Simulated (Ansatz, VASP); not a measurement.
# GaP (GaP(110)): VASP beside Ansatz, part 2 of 3

One calculation is typed for both programs; each brings its own data sets. How far apart do they land? Of the first pair: The structure shown is the end of the VASP relaxation below. Valence electrons are named where the data sets of a main pair hold unlike numbers.

VASP 6.6.1 and Ansatz 0.2.0.

So far: Set-up; VASP: relaxation, PBE.

### Step 3. Ansatz: single point, PBE

Level of this step: Ansatz beside VASP: Kohn-Sham DFT, plane waves, PBE (Ansatz).

Ansatz runs on its default PAW (the set named soft_2) files.

The same cell, functional, mesh and smearing now go to Ansatz, which takes its cutoff from its data sets.

Contents of input.yaml:

```yaml
crystal:
  lattice:
    - [3.91306348, 0.0, 0.0]
    - [0.0, 5.53390745, 0.0]
    - [0.0, 0.0, 31.65225393]
  atoms:
    - { symbol: Ga, position: [0.0, 0.06020417, 0.26593014] }
    - { symbol: Ga, position: [0.5, 0.48626146, 0.31166341] }
    - { symbol: Ga, position: [0.0, 0.99007719, 0.37684891] }
    - { symbol: Ga, position: [0.5, 0.48819423, 0.43774641] }
    - { symbol: Ga, position: [0.0, 0.9898059, 0.5] }
    - { symbol: Ga, position: [0.5, 0.48819423, 0.56225359] }
    - { symbol: Ga, position: [0.0, 0.99007719, 0.62315109] }
    - { symbol: Ga, position: [0.5, 0.48626146, 0.68833659] }
    - { symbol: Ga, position: [0.0, 0.06020417, 0.73406986] }
    - { symbol: P, position: [0.0, 0.73746176, 0.31471954] }
    - { symbol: P, position: [0.5, 0.26749905, 0.24584534] }
    - { symbol: P, position: [0.0, 0.73877792, 0.4382888] }
    - { symbol: P, position: [0.5, 0.24167418, 0.37537458] }
    - { symbol: P, position: [0.0, 0.73877792, 0.5617112] }
    - { symbol: P, position: [0.5, 0.23989418, 0.5] }
    - { symbol: P, position: [0.0, 0.73746176, 0.68528046] }
    - { symbol: P, position: [0.5, 0.24167418, 0.62462542] }
    - { symbol: P, position: [0.5, 0.26749905, 0.75415466] }
hamiltonian:
  xc: pbe
  pseudopotentials: { kind: paw }
kpoints:
  mp_grid: { grid: [6, 5, 1] }
scf:
  occupations: { method: gaussian, width: 0.03 }
  n_extra_bands: 8
efield:
  axis: 3
  dipole_correction: true
  ramp_width: 0.04
output:
  forces: true
  eigenvalues: true
```

The run is started by

```
$ ansatz run input.yaml --threads 8 --pin off --max-ram 18432MiB --backend cpu --events-out ev --progress --plain --runs-dir out
```

Numbers of over 12 decimals in the logs are rounded to 6 here.

Output:

```text
scf.n_extra_bands = 8 over 81 filled bands (N_el = 162.0): the run solves 89 bands
Engine: ansatz 0.2.0, aarch64-unknown-linux-gnu
Pseudopotentials: kind: paw
Pseudopotential: Ga, paw, valence charge 13, recommended cutoff 420 eV (normal), Ga.paw.azcp
Pseudopotential: P, paw, valence charge 5, recommended cutoff 420 eV (normal), P.paw.azcp
Functional definition: PBE
  parameter kappa = 0.804
  parameter beta = 0.066725
  exchange = pbe_x(kappa = kappa, mu = beta*pi^2/3)
  correlation = pbe_c(beta = beta)
Crystal: 18 atoms, lattice volume = 685.415 Å³
Basis set: ecut = 420 eV, 13471 PW (Γ), exchange–correlation on 54×80×432 points (8 copies of the dense FFT grid, shifted against one another)
Bands: 89, of which v1, the nominal top of the filled ones, is band 81 counted from 1 (80 counted from 0)
Symmetry: 2 space group operations
k-points: 12 of 30 (time reversal used)
Non-local potential: Ga, projectors of the file, l = 0: 2, l = 1: 2, l = 2: 3, l = 3: 1
Non-local potential: P, projectors of the file, l = 0: 2, l = 1: 2, l = 2: 2
PAW form: soft (Blöchl's): semilocal exchange-correlation on the pseudo side does not see the compensation charge
PAW one-centre angular grid: Ga, 590 points (default); XC on 64 Gauss nodes
PAW one-centre angular grid: P, 110 points (default); XC on 64 Gauss nodes
Initial density: superposition of atomic densities (neutral atoms: chi_scale 0, normalization atom), corrected by the library's trained network
Initial wavefunctions: pseudopotential atomic-orbital guess
Functional: x = pbe(κ = 0.804, μ = 0.219515), c = pbe(β = 0.066725)
SCF iter   1: F=—  HF=-40853.981015 eV  |F-HF|=—  |Δ(HF+E_count)|=         —  Δρ=1.65e-3  dr2=8.56e-2  ethr=1.77e-3  p=0.000 e·Å  D=7.15e-14 V/Å  ΔV_dip=-0.00 eV  dr2_dipole=1.01e-7  V_vac-E_F(+/−)=4.67/4.67 eV  ⟨swp⟩=9.1  Hψ=5204  notcnv=0
efield: sawtooth ramp at fractional position 0.9800 (placed from the atoms, in the widest stretch of the axis that holds none; the zero of the levels goes with the place), width 0.0400; the density the first Hamiltonian is built on has a dipole p = 0.000 e·Å; the dipole correction subtracts the counter field D = 7.15e-14 V/Å, which shifts the + side's vacuum level by -0.00 eV against the − side's; the planar-averaged density in the ramp window peaks in size at 1.3e-5 e/Å³
preconditioner: auto → Resta (q_TF=auto, 2.145 Å⁻¹)  ε∞=3.0  [insulator: Δε(μ)=1.089 eV  Ē_g=12.646 eV  σ=0.030 eV  W_gap=1.00  n_scr=124 (ndim 8)  ℏωp=18.1 eV  f_vac=0.422  D(μ)=0.00/eV (n_scr^D=0)  ε∞_Penn≈3.0  vacuum switching on, ρ_ref=1.2e-2 e/Å³]
SCF iter   2: F=—  HF=-40853.963441 eV  |F-HF|=—  |Δ(HF+E_count)|=   1.76e-2  Δρ=1.05e-3  dr2=4.16e-2  ethr=5.29e-5  p=0.000 e·Å  D=4.29e-5 V/Å  ΔV_dip=-0.00 eV  dr2_dipole=3.21e-7  V_vac-E_F(+/−)=4.86/4.86 eV  ⟨swp⟩=3.7  Hψ=2430  notcnv=0  defer=20
SCF iter   3: F=—  HF=-40853.959395 eV  |F-HF|=—  |Δ(HF+E_count)|=   4.05e-3  Δρ=5.95e-4  dr2=2.99e-3  ethr=2.57e-5  p=-0.000 e·Å  D=-1.34e-6 V/Å  ΔV_dip=0.00 eV  dr2_dipole=7.73e-9  V_vac-E_F(+/−)=4.75/4.75 eV  ⟨swp⟩=2.1  Hψ=1308  notcnv=0  defer=20
SCF iter   4: F=—  HF=-40853.960684 eV  |F-HF|=—  |Δ(HF+E_count)|=   1.29e-3  Δρ=2.79e-4  dr2=1.27e-3  ethr=1.84e-6  p=0.000 e·Å  D=2.81e-5 V/Å  ΔV_dip=-0.00 eV  dr2_dipole=2.08e-7  V_vac-E_F(+/−)=4.73/4.74 eV  ⟨swp⟩=2.2  Hψ=2034  notcnv=0  defer=20
SCF iter   5: F=—  HF=-40853.960425 eV  |F-HF|=—  |Δ(HF+E_count)|=   2.59e-4  Δρ=1.02e-4  dr2=1.09e-4  ethr=7.84e-7  p=-0.000 e·Å  D=-1.50e-5 V/Å  ΔV_dip=0.00 eV  dr2_dipole=5.36e-8  V_vac-E_F(+/−)=4.73/4.73 eV  ⟨swp⟩=2.0  Hψ=1924  notcnv=0  defer=20
SCF iter   6: F=—  HF=-40853.960457 eV  |F-HF|=—  |Δ(HF+E_count)|=   3.23e-5  Δρ=2.63e-5  dr2=1.49e-5  ethr=6.70e-8  p=0.000 e·Å  D=4.28e-5 V/Å  ΔV_dip=-0.00 eV  dr2_dipole=4.58e-7  V_vac-E_F(+/−)=4.73/4.73 eV  ⟨swp⟩=2.7  Hψ=2039  notcnv=0  defer=20
SCF iter   7: F=—  HF=-40853.960631 eV  |F-HF|=—  |Δ(HF+E_count)|=   1.74e-4  Δρ=1.80e-5  dr2=4.44e-6  ethr=9.18e-9  p=-0.000 e·Å  D=-8.87e-5 V/Å  ΔV_dip=0.00 eV  dr2_dipole=1.92e-6  V_vac-E_F(+/−)=4.73/4.73 eV  ⟨swp⟩=2.2  Hψ=2044  notcnv=0  defer=20
SCF iter   8: F=—  HF=-40853.960631 eV  |F-HF|=—  |Δ(HF+E_count)|=   1.56e-7  Δρ=5.79e-6  dr2=7.91e-7  ethr=2.74e-9  p=0.000 e·Å  D=4.88e-5 V/Å  ΔV_dip=-0.00 eV  dr2_dipole=6.08e-7  V_vac-E_F(+/−)=4.73/4.73 eV  ⟨swp⟩=2.0  Hψ=2020  notcnv=0  defer=20
SCF iter   9: F=-40853.960631 eV  HF=-40853.960631 eV  |F-HF|=4.75e-8  |Δ(HF+E_count)|=   1.58e-7  Δρ=3.12e-6  dr2=9.84e-8  ethr=6.17e-11  p=-0.000 e·Å  D=-1.43e-5 V/Å  ΔV_dip=0.00 eV  dr2_dipole=4.73e-8  V_vac-E_F(+/−)=4.73/4.73 eV  ⟨swp⟩=10.2  Hψ=6562  notcnv=0
SCF 1 converged in 9 iterations: F = -40853.960631 eV  dr2 = 9.84e-8
  greatest PAW one-centre occupation: 0.995 electrons in one spin orbital (limit 2), on the Ga atom at site 0 (counted from 0), in its partial waves of l = 2
SCF converged after 9 iterations
Free energy (F): -40853.960631 eV
Harris-Foulkes:  -40853.960631 eV  (|F-HF|=4.75e-8)
Internal energy: -40853.960631 eV  (E = F + TS)
E sigma→0 (E₀):  -40853.960631 eV
Fermi energy:    1.844679 eV
Dipole field:    D = 0.000144 V/Å  (p = 0.000544 e·Å, saw-weighted, corrected)
Work function:   Φ+ = 4.7254 eV   Φ− = 4.7300 eV
Levels:          The Fermi level and band energies are counted from a zero that moves with the ramp; work functions are not
--- Per-component energies (eV) ---
  E_band       = -1440.147657
  E_kinetic    = 1658.535899
  E_local      = -138564.103613  (includes V_loc(G=0)·N_el)
  E_nonlocal   = 4127.653757
  E_hartree    = 68083.681353
  E_xc         = -1167.735616
  E_vxc        = -1058.517549  (∫ρ·V_xc dr)
  E_paw        = -23024.942607  (= ΣΔE_a)
  E_vpaw       = -3771.101413  (= ΣTr[D̂ρ^β])
  E_aug_tail   = -0.000976  (compensation charges beyond the density's cutoff)
  E_efield     = 0.000000  (sawtooth field / dipole correction)
  E_vefield    = 0.000000  (∫n·V_field dr)
  E_ewald      = 48032.951171
  E_smearing   = -0.000000  (= −TS)
  E_closure    = 0.000000  (closes the sum)
  Σ components = -40853.960631   (vs F -40853.960631, Δ=0.00e0)
--- Forces (eV/Å), atoms counted from 1 ---
  atom   1  Ga     0.00000000     0.00227967     0.01761857
  atom   2  Ga     0.00000000     0.03679290     0.01086256
  atom   3  Ga     0.00000000     0.00025260     0.01759842
  atom   4  Ga     0.00000000     0.00903257    -0.00804757
  atom   5  Ga     0.00000000    -0.00726503     0.00006490
  atom   6  Ga     0.00000000     0.00903767     0.00817375
  atom   7  Ga     0.00000000     0.00026353    -0.01748873
  atom   8  Ga     0.00000000     0.03681575    -0.01077596
  atom   9  Ga     0.00000000     0.00233059    -0.01759505
  atom  10  P      0.00000000    -0.00845508    -0.00453518
  atom  11  P      0.00000000    -0.04727287     0.12614659
  atom  12  P      0.00000000     0.00171846     0.00843106
  atom  13  P      0.00000000     0.01066830     0.02595426
  atom  14  P      0.00000000     0.00171757    -0.00857773
  atom  15  P      0.00000000    -0.00280619    -0.00007754
  atom  16  P      0.00000000    -0.00847330     0.00442132
  atom  17  P      0.00000000     0.01066251    -0.02610107
  atom  18  P      0.00000000    -0.04725673    -0.12618261
  max |Σ_I F_I| component: 1.10e-4 eV/Å
--- Band table (eV; the first three rows and the last of 12) ---
  k-point 0: bands = [... 77 lower, 1.0285, 1.1079, 1.1705, 1.2686, 2.8373, 3.0673, 3.1517, 3.3703, ... 4 higher]
  k-point 1: bands = [... 77 lower, 0.8678, 0.8783, 0.8871, 0.9894, 3.0054, 3.1838, 3.3594, 3.3899, ... 4 higher]
  k-point 2: bands = [... 77 lower, 0.3406, 0.3674, 0.5681, 0.6291, 2.8113, 2.9252, 3.1704, 3.2780, ... 4 higher]
  k-point 11: bands = [... 77 lower, -0.0483, 0.1151, 0.4969, 0.6133, 2.7612, 3.0746, 3.4261, 3.9767, ... 4 higher]
```

Run time: 32 s. Hardware: 8 threads of Arm Neoverse N1, shared host; peak memory 2.6 GiB; 4.2 min of CPU time.

Reading the cycles: dr2 is the Hartree energy of the density residual (eV), the measure of convergence; HF is the Harris–Foulkes estimate of the energy, which meets the free energy F at convergence.

### Step 4. Side by side

Known differences besides the potentials themselves: the data sets hold 162 valence electrons in Ansatz (on its default PAW (the set named soft_2) files) and 72 in VASP; the cutoff is 420 eV in Ansatz and 320 eV in VASP (PREC = Normal, projectors in real space); VASP leaves aspherical gradient terms in its spheres out (LASPH is not set), Ansatz keeps them. Total energies have different zeros and are not compared.

The two programs side by side:

```
              quantity  Ansatz   VASP  difference
gap on the k mesh (eV)   1.152  1.167      -0.015
```

At this near-relaxed geometry the largest component of a force difference is 115 meV/Å. A gap on the mesh is an upper bound, since the band edges may lie between its points. With vacuum in the cell, a pressure given here is an average over mostly empty space and none of the material.

### Step 5. Further runs

Further runs change the set-up of one program: Ansatz's method, potentials or start, or VASP's data sets, cutoff or form of LDA. The table gives Ansatz less VASP for each quantity, since a change that brings one quantity closer may part another.

```
                                        run  r.m.s. force difference (meV/Å)  gap on the k mesh (eV)
                                   as above                               26                  -0.015
norm-conserving potentials (cutoff 1088 eV)                               24                  -0.013
```

### Step 6. Ansatz: band structure, PBE

The same path points are solved in both programs, so levels can be compared one by one.

Contents of input.yaml:

```yaml
crystal:
  lattice:
    - [3.9130634821, 0.0, 0.0]
    - [0.0, 5.5339074468, 0.0]
    - [0.0, 0.0, 31.6522539284]
  atoms:
    - { symbol: Ga, position: [0.0, 0.0602041679, 0.2659301399] }
    - { symbol: Ga, position: [0.5, 0.4862614621, 0.3116634117] }
    - { symbol: Ga, position: [0.0, 0.9900771854, 0.376848908] }
    - { symbol: Ga, position: [0.5, 0.4881942322, 0.4377464122] }
    - { symbol: Ga, position: [0.0, 0.9898058993, 0.5] }
    - { symbol: Ga, position: [0.5, 0.4881942322, 0.5622535878] }
    - { symbol: Ga, position: [0.0, 0.9900771854, 0.623151092] }
    - { symbol: Ga, position: [0.5, 0.4862614621, 0.6883365883] }
    - { symbol: Ga, position: [0.0, 0.0602041679, 0.7340698601] }
    - { symbol: P, position: [0.0, 0.7374617626, 0.3147195417] }
    - { symbol: P, position: [0.5, 0.2674990507, 0.2458453361] }
    - { symbol: P, position: [0.0, 0.7387779165, 0.438288799] }
    - { symbol: P, position: [0.5, 0.2416741806, 0.3753745792] }
    - { symbol: P, position: [0.0, 0.7387779165, 0.561711201] }
    - { symbol: P, position: [0.5, 0.2398941846, 0.5] }
    - { symbol: P, position: [0.0, 0.7374617626, 0.6852804583] }
    - { symbol: P, position: [0.5, 0.2416741806, 0.6246254208] }
    - { symbol: P, position: [0.5, 0.2674990507, 0.7541546639] }
hamiltonian:
  xc: pbe
  pseudopotentials: { kind: paw }
kpoints:
  mp_grid: { grid: [6, 5, 1] }
  band_path:
    path:
      - [0.0, 0.0, 0.0]
      - [0.07692, 0.0, 0.0]
      - [0.15385, 0.0, 0.0]
      - [0.26923, 0.0, 0.0]
      - [0.34615, 0.0, 0.0]
      - [0.42308, 0.0, 0.0]
      - [0.5, 0.0, 0.0]
      - [0.5, 0.07692, 0.0]
      - [0.5, 0.19231, 0.0]
      - [0.5, 0.26923, 0.0]
      - [0.5, 0.34615, 0.0]
      - [0.5, 0.46154, 0.0]
      - [0.5, 0.5, 0.0]
      - [0.42308, 0.5, 0.0]
      - [0.30769, 0.5, 0.0]
      - [0.23077, 0.5, 0.0]
      - [0.11538, 0.5, 0.0]
      - [0.03846, 0.5, 0.0]
      - [0.0, 0.5, 0.0]
      - [0.0, 0.38462, 0.0]
      - [0.0, 0.30769, 0.0]
      - [0.0, 0.23077, 0.0]
      - [0.0, 0.11538, 0.0]
      - [0.0, 0.03846, 0.0]
      - [0.03846, 0.03846, 0.0]
      - [0.11538, 0.11538, 0.0]
      - [0.19231, 0.19231, 0.0]
      - [0.30769, 0.30769, 0.0]
      - [0.38462, 0.38462, 0.0]
      - [0.5, 0.5, 0.0]
    npoints: 1
scf:
  occupations: { method: gaussian, width: 0.03 }
  n_extra_bands: 15
efield:
  axis: 3
  dipole_correction: true
  ramp_width: 0.04
output:
  forces: true
  eigenvalues: true
  write_density: true
  write_potential: true
  elf: true
  volumetric_format: npy
```

Output:

```text
[...]
Crystal: 18 atoms, lattice volume = 685.415 Å³
Basis set: ecut = 420 eV, 13471 PW (Γ), exchange–correlation on 54×80×432 points (8 copies of the dense FFT grid, shifted against one another)
Bands: 96, of which v1, the nominal top of the filled ones, is band 81 counted from 1 (80 counted from 0)
Symmetry: 2 space group operations
[...]
k-point 0: bands = [... 77 lower, 1.0285, 1.1079, 1.1705, 1.2686, 2.8373, 3.0673, 3.1517, 3.3703, ... 11 higher]
  k-point 1: bands = [... 77 lower, 0.8678, 0.8783, 0.8871, 0.9894, 3.0053, 3.1838, 3.3594, 3.3899, ... 11 higher]
  k-point 2: bands = [... 77 lower, 0.3406, 0.3674, 0.5681, 0.6291, 2.8113, 2.9251, 3.1704, 3.2780, ... 11 higher]
  k-point 11: bands = [... 77 lower, -0.0483, 0.1151, 0.4969, 0.6133, 2.7612, 3.0746, 3.4261, 3.9767, ... 11 higher]
[key lines of the parts left out:]
SCF converged after 10 iterations
Free energy (F): -40853.960631 eV
Fermi energy:    1.844680 eV
Dipole field:    D = -0.000105 V/Å  (p = -0.000398 e·Å, saw-weighted, corrected)
Work function:   Φ+ = 4.7293 eV   Φ− = 4.7260 eV
```

Elapsed: 76 s, on 8 threads; peak memory 3.8 GiB; 10 min of CPU time.

(Part 2 of 3 ends here.)

[Lines on the potential files, build, host, timing and source positions are cut from VASP's logs without a mark.]

[Logs are printed without paths, hosts, clocks, repeated set-up lines and the standing remarks that a program may print on its own settings, such as how far it seeks lower states.]

[Hosts, paths, dates, database ids (printed as entryN), source tags and the programs' standing remarks are cut or masked in the printed files.]
